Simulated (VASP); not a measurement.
# Cu (Fm-3m) in VASP: relaxation of cell and atoms with PBE

Aim: the relaxation of cell and atoms of Cu with PBE.

Program: VASP 6.6.1. These are calculated values, not measurements. Logs are shortened: lines on timing, memory, paths and dates and some standing lists are left out, and cuts for length are marked.

## Step 1: Starting point

Symmetry: Fm-3m, No. 225, cubic system. Conventional cell: a = 3.630 Å, b = 3.630 Å, c = 3.630 Å, α = 90.00°, β = 90.00°, γ = 90.00°. Around Cu (site symmetry m-3m) lie 12 Cu at 2.57 Å.

The cell was built by a generator and needn't be a form met in nature.

## Step 2: Relaxation of cell and atoms, PBE

INCAR

```
SYSTEM = Cu
PREC     = Accurate       ! precision mode
ENCUT    = 600            ! plane-wave cutoff, eV
EDIFF    = 1E-6           ! SCF threshold, eV
ISMEAR   = 1              ! smearing method
SIGMA    = 0.2            ! smearing width, eV
LREAL    = .False.        ! projectors in reciprocal space
LASPH    = .True.         ! aspherical terms in the spheres
NELM     = 100            ! most SCF steps
ALGO     = Fast           ! electronic algorithm
ISIF     = 3              ! what is computed and relaxed
LWAVE    = .False.        ! write WAVECAR
LCHARG   = .False.        ! write CHGCAR
GGA      = PE             ! functional
IBRION   = 2              ! ionic algorithm
NSW      = 40             ! ionic steps
EDIFFG   = -0.005         ! ionic threshold
KPAR     = 8
```

KPOINTS

```
Automatic mesh
0
Gamma
  32 32 32
  0 0 0
```

POSCAR

```
Cu
1.0
    0.0000000000      1.8150000000      1.8150000000
    1.8150000000      0.0000000000      1.8150000000
    1.8150000000      1.8150000000      0.0000000000
Cu
1
Direct
    0.0000000000      0.0000000000      0.0000000000
```

Potentials or basis: VASP PAW PBE potentials, release 64 (Cu).

Launch:

```sh
$ cat potpaw_PBE.64/Cu/POTCAR > POTCAR
$ mpirun -np 8 vasp_std > vasp.out
```

OUTCAR:

```text
SYSTEM = Cu
   PREC = Accurate
   ENCUT = 600
   EDIFF = 1E-6
   ISMEAR = 1
   LREAL = .False.
   LASPH = .True.
   NELM = 100
   ISIF = 3
   GGA = PE
   IBRION = 2
   NSW = 40
   EDIFFG = -0.005

 ion  position               nearest neighbor table
   1  0.000  0.000  0.000-

  LATTYP: Found a face centered cubic cell.
 ALAT       =     3.6300000000

  Lattice vectors:

 A1 = (   0.0000000000,   1.8150000000,   1.8150000000)
 A2 = (   1.8150000000,   0.0000000000,   1.8150000000)
 A3 = (   1.8150000000,   1.8150000000,   0.0000000000)

Analysis of symmetry for initial positions (statically):
=====================================================================
 Subroutine PRICEL returns:
 Original cell was already a primitive cell.

 Routine SETGRP: Setting up the symmetry group for a
 face centered cubic supercell.

 Subroutine GETGRP returns: Found 48 space group operations
 (whereof 48 operations were pure point group operations)
 out of a pool of 48 trial point group operations.

The static configuration has the point symmetry O_h .

Analysis of symmetry for dynamics (positions and initial velocities):
=====================================================================
 Subroutine PRICEL returns:
 Original cell was already a primitive cell.

 Routine SETGRP: Setting up the symmetry group for a
 face centered cubic supercell.

 Subroutine GETGRP returns: Found 48 space group operations
 (whereof 48 operations were pure point group operations)
 out of a pool of 48 trial point group operations.

The dynamic configuration has the point symmetry O_h .

 Subroutine INISYM returns: Found 48 space group operations
 (whereof 48 operations are pure point group operations),
 and found     1 'primitive' translations

----------------------------------------------------------------------------------------

                                     Primitive cell

  volume of cell :      11.9580

  direct lattice vectors                    reciprocal lattice vectors
     0.000000000  1.815000000  1.815000000    -0.275482094  0.275482094  0.275482094
     1.815000000  0.000000000  1.815000000     0.275482094 -0.275482094  0.275482094
     1.815000000  1.815000000  0.000000000     0.275482094  0.275482094 -0.275482094

  length of vectors
     2.566797616  2.566797616  2.566797616     0.477148983  0.477148983  0.477148983

  position of ions in fractional coordinates (direct lattice)
     0.000000000  0.000000000  0.000000000

  ion indices of the primitive-cell ions
   primitive index   ion index
                 1           1

----------------------------------------------------------------------------------------

 KPOINTS: Automatic mesh

Automatic generation of k-mesh.
 Grid dimensions read from file:
 generate k-points for:   32   32   32

 Generating k-lattice:

  Cartesian coordinates                     Fractional coordinates (reciprocal lattice)
    -0.008608815  0.008608815  0.008608815     0.031250000  0.000000000  0.000000000
     0.008608815 -0.008608815  0.008608815     0.000000000  0.031250000  0.000000000
     0.008608815  0.008608815 -0.008608815     0.000000000  0.000000000  0.031250000

  Length of vectors
     0.014910906  0.014910906  0.014910906

  Shift w.r.t. Gamma in fractional coordinates (k-lattice)
     0.000000000  0.000000000  0.000000000

 Subroutine IBZKPT returns following result:
 ===========================================

 Found    897 irreducible k-points:

 Following reciprocal coordinates:
            Coordinates               Weight
  0.000000  0.000000  0.000000      1.000000
  0.031250  0.000000  0.000000      8.000000
  0.062500  0.000000  0.000000      8.000000
  0.093750  0.000000  0.000000      8.000000
  0.125000  0.000000  0.000000      8.000000
  0.156250  0.000000  0.000000      8.000000
[... 16 lines left out ...]
  0.187500  0.031250  0.000000     24.000000
  0.218750  0.031250  0.000000     24.000000
 [... further k-points ...]
   k-points           NKPTS =    897   k-points in BZ     NKDIM =    897   number of bands    NBANDS=      9
   number of dos      NEDOS =    301   number of ions     NIONS =      1
   total plane-waves  NPLWV =  13824
   dimension x,y,z NGX =    24 NGY =   24 NGZ =   24
   dimension x,y,z NGXF=    48 NGYF=   48 NGZF=   48
   ions per type =               1
   NGX,Y,Z   is equivalent  to a cutoff of  15.54, 15.54, 15.54 a.u.
   NGXF,Y,Z  is equivalent  to a cutoff of  31.09, 31.09, 31.09 a.u.
 SYSTEM =  Cu
   PREC   = accura    normal or accurate (medium, high low for compatibility)
   ISTART =      0    job   : 0-new  1-cont  2-samecut
   ICHARG =      2    charge: 1-file 2-atom 10-const
   ISPIN  =      1    spin polarized calculation?
   LNONCOLLINEAR =      F non collinear calculations
   LSORBIT =      F    spin-orbit coupling
   LASPH  =      T    aspherical Exc in radial PAW
   ENCUT  =  600.0 eV  44.10 Ry    6.64 a.u.   5.13  5.13  5.13*2*pi/ulx,y,z
   NELM   =    100;   NELMIN=  2; NELMDL= -5     # of ELM steps
   EDIFF  = 0.1E-05   stopping-criterion for ELM
   LREAL  =      F    real-space projection
   EDIFFG = -.5E-02   stopping-criterion for IOM
   NSW    =     40    number of steps for IOM
   IBRION =      2    ionic relax: 0-MD 1-quasi-New 2-CG
   NFREE  =      1    steps in history (QN), initial steepest desc. (CG)
   ISIF   =      3    stress and relaxation
   ISYM   =      2    0-nonsym 1-usesym 2-fastsym
   POTIM  = 0.5000    time-step for ionic-motion
   TEBEG  =    0.0;   TEEND  =   0.0 temperature during run
   PSTRESS=    0.0 pullay stress
   NELECT =      11.0000    total number of electrons
   NUPDOWN=      -1.0000    fix difference up-down
   EMIN   =  10.00;   EMAX   =-10.00  energy-range for DOS
   EFERMI =   0.00;   METHOD = LEGACY
   ISMEAR =     1;   SIGMA  =   0.20  broadening in eV -4-tet -1-fermi 0-gaus
   EFERMI_NEDOS =   21; number of points for ismear=-14 and -15
   IALGO  =     68    algorithm
   IMIX   =      4    mixing-type and parameters
     AMIX     =   0.40;   BMIX     =  1.00
     AMIX_MAG =   1.60;   BMIX_MAG =  1.00
  volume/ion in A,a.u.               =      11.96        80.70
  Fermi-wavevector in a.u.,A,eV,Ry     =   1.592157  3.008740 34.490258  2.534962
  Thomas-Fermi vector in A             =   2.690585
   LORBIT       =      0    0 simple, 1 ext, 2 COOP (PROOUT), +10 PAW based schemes
   GGA     = PE    functional components
   LHFCALC =     F    Hartree Fock is set to
   AEXX    =    0.0000 exact exchange contribution
   IVDW    =     0    specifies the selected vdW correction
   LEPSILON=     F    determine dielectric tensor
   LRPA    =     F    only Hartree local field effects (RPA)
 conjugate gradient relaxation of ions
 non-spin polarized calculation
 RMM-DIIS sequential band-by-band and
 Methfessel and Paxton  Order N= 1 SIGMA  =   0.20
  energy-cutoff  :      600.00
  volume of cell :       11.96
 maximum number of plane-waves:       415
 NGX is ok and might be reduce to    24
   NGX = 11   NGY = 11   NGZ = 11

--------------------------------------- Ionic step        1  -------------------------------------------

 number of electron      10.9999998 magnetization

 Free energy of the ion-electron system (eV)
  ---------------------------------------------------
  ext. energy  EPLUGINS =         0.00000000
  ---------------------------------------------------
  free energy    TOTEN  =        -3.72791790 eV

  energy without entropy =       -3.72831392  energy(sigma->0) =       -3.72804991

------------------------ aborting loop because EDIFF is reached ----------------------------------------

  FORCE on cell =-STRESS in cart. coord.  units (eV):
  Direction    XX          YY          ZZ          XY          YZ          ZX
  --------------------------------------------------------------------------------------
  -------------------------------------------------------------------------------------
  Total        0.0580064      0.0580064      0.0580064      0.0000000      0.0000000     -0.0000000
  in kB        7.7718917      7.7718917      7.7718917      0.0000000      0.0000000     -0.0000000
  external PRESSURE =       7.7718917 kB  Pullay stress =       0.0000000 kB

 VOLUME and BASIS-vectors are now :
 -----------------------------------------------------------------------------
  energy-cutoff  :      600.00
  volume of cell :       11.96
      direct lattice vectors                 reciprocal lattice vectors
     0.000000000  1.815000000  1.815000000    -0.275482094  0.275482094  0.275482094
     1.815000000  0.000000000  1.815000000     0.275482094 -0.275482094  0.275482094
     1.815000000  1.815000000  0.000000000     0.275482094  0.275482094 -0.275482094
[... 71 lines left out ...]
 POSITION                                       TOTAL-FORCE (eV/Angst)
 -----------------------------------------------------------------------------------
      0.00000      0.00000      0.00000         0.000000      0.000000      0.000000
 -----------------------------------------------------------------------------------
    total drift:                               -0.000000      0.000000      0.000000

  FREE ENERGIE OF THE ION-ELECTRON SYSTEM (eV)
  ---------------------------------------------------
  free  energy   TOTEN  =        -3.7279849595 eV

  energy  without entropy=       -3.7283737079  energy(sigma->0) =       -3.72811454

--------------------------------------- Ionic step        4  -------------------------------------------

 number of electron      10.9999998 magnetization

 Free energy of the ion-electron system (eV)
  ---------------------------------------------------
  ext. energy  EPLUGINS =         0.00000000
  ---------------------------------------------------
  free energy    TOTEN  =        -3.72798333 eV

  energy without entropy =       -3.72837128  energy(sigma->0) =       -3.72811265

 E-fermi :   7.4091     XC(G=0): -12.6300

 val. band max:        7.4039727571   @ k =  -0.4063   0.1250   0.0000
 cond. band min:       7.4121782462   @ k =  -0.4688   0.0937   0.0000
 fundamental gap:      0.0082054891
 Fermi energy:         7.4090972588

 k-point     1 :       0.0000    0.0000    0.0000
  band No.  band energies     occupation
      1      -1.8441      2.00000
      2       4.4038      2.00000
      3       4.4038      2.00000
      4       4.4038      2.00000
      5       5.2047      2.00000
      6       5.2047      2.00000
      7      29.8426      0.00000
      8      32.3587      0.00000
      9      32.3587      0.00000

 k-point     2 :       0.0312    0.0000    0.0000
  band No.  band energies     occupation
      1      -1.8088      2.00000
      2       4.3963      2.00000
      3       4.4106      2.00000
      4       4.4106      2.00000
      5       5.2020      2.00000
      6       5.2020      2.00000
      7      29.6785      0.00000
      8      31.6947      0.00000
      9      32.2277      0.00000
[... 253 lines left out ...]
 k-point    24 :       0.2188    0.0313    0.0000
  band No.  band energies     occupation
      1      -0.3157      2.00000
      2       4.1666      2.00000
      3       4.5676      2.00000
      4       4.5717      2.00000
      5       5.1634      2.00000
      6       5.2672      2.00000
      7      21.7627      0.00000
      8      29.3126      0.00000
      9      29.5007      0.00000

 [... further k-points ...]

------------------------ aborting loop because EDIFF is reached ----------------------------------------

  FORCE on cell =-STRESS in cart. coord.  units (eV):
  Direction    XX          YY          ZZ          XY          YZ          ZX
  --------------------------------------------------------------------------------------
  -------------------------------------------------------------------------------------
  Total       -0.0009405     -0.0009405     -0.0009405      0.0000000      0.0000000     -0.0000000
  in kB       -0.1254892     -0.1254892     -0.1254892      0.0000000      0.0000000     -0.0000000
  external PRESSURE =      -0.1254892 kB  Pullay stress =       0.0000000 kB

 VOLUME and BASIS-vectors are now :
 -----------------------------------------------------------------------------
  energy-cutoff  :      600.00
  volume of cell :       12.01
      direct lattice vectors                 reciprocal lattice vectors
     0.000000000  1.817517199  1.817517199    -0.275100560  0.275100560  0.275100560
     1.817517199  0.000000000  1.817517199     0.275100560 -0.275100560  0.275100560
     1.817517199  1.817517199  0.000000000     0.275100560  0.275100560 -0.275100560

 POSITION                                       TOTAL-FORCE (eV/Angst)
 -----------------------------------------------------------------------------------
      0.00000      1.81752      1.81752         0.000000     -0.000000     -0.000000
 -----------------------------------------------------------------------------------
    total drift:                               -0.000000     -0.000000      0.000000

  FREE ENERGIE OF THE ION-ELECTRON SYSTEM (eV)
  ---------------------------------------------------
  free  energy   TOTEN  =        -3.7279833309 eV

  energy  without entropy=       -3.7283712758  energy(sigma->0) =       -3.72811265

 reached required accuracy - stopping structural energy minimisation
```

It took 31 s on 8 MPI ranks of AMD EPYC 9R45 (Zen 5), shared host; peak memory 0.24 GiB.

Results:

```yaml
Free_energy: -3.7280 eV
Relaxed_volume: 12.01 Å³/atom
Relaxed_cell: a = 2.570 Å, b = 2.570 Å, c = 2.570 Å, α = 60.00°, β = 60.00°, γ = 60.00°
Space_group_after_relaxing_to_0.05_Å: Fm-3m (No. 225)
Energy_gained_by_relaxing: 0.1 meV/atom
Ionic_steps: 4
Pressure_after_relaxing: 0.0 GPa
Band_gap_on_the_k_mesh: none (metal or under the smearing width)
```

Final structure:
```
Cu
1.0
     0.00000    1.81752    1.81752
     1.81752    0.00000    1.81752
     1.81752    1.81752    0.00000
Cu
1
Direct
  0.00000 0.00000 0.00000
```

Levels at points of the mesh, in eV from the Fermi level:
```tsv
k point	band 4	band 5	band 6	band 7	band 8	band 9
(0.00, 0.00, 0.00)	-3.01	-2.20	-2.20	22.43	24.95	24.95
(0.50, 0.00, 0.00)	-1.65	-1.65	-0.98	3.65	20.93	21.79
(0.50, 0.50, 0.00)	-1.51	-1.51	1.48	6.97	12.93	12.93
```
